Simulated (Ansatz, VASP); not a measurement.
Y in VASP and in Ansatz

```
Y
1.0
     3.65150    0.00000    0.00000
    -1.82575    3.16229    0.00000
     0.00000    0.00000    5.86235
Y
2
Direct
  0.33333 0.66667 0.25000
  0.66667 0.33333 0.75000
```

Change from the starting cell: zz strain of +2 %, PAW files.

Alike in both runs: task electric field gradients; functional LDA; k mesh 12 × 12 × 7; occupations fermi-dirac, width 0.08 eV; no spin polarisation.

|  | VASP | Ansatz |
| --- | --- | --- |
| version | VASP 6.6.1 | Ansatz 0.2.0 |
| potentials or method | VASP PAW LDA potentials, release 64 (Y_sv) | PAW with Ansatz's default frozen-core files, scalar-relativistic |
| plane-wave cutoff (eV) | 520 | 420 |
| valence electrons in the cell | 22 | 22 |

```tsv
	VASP	Ansatz	Ansatz less VASP
pressure (GPa)	-4.6	-4.5	+0.09
largest component of the traceless stress (GPa)	1.01	1.02	+0.008
Vzz of the field gradient on the site that differs most (V/Å²)	17.3	18.0	+0.71
```

Ansatz warned: «gradients_without_spin_orbit».
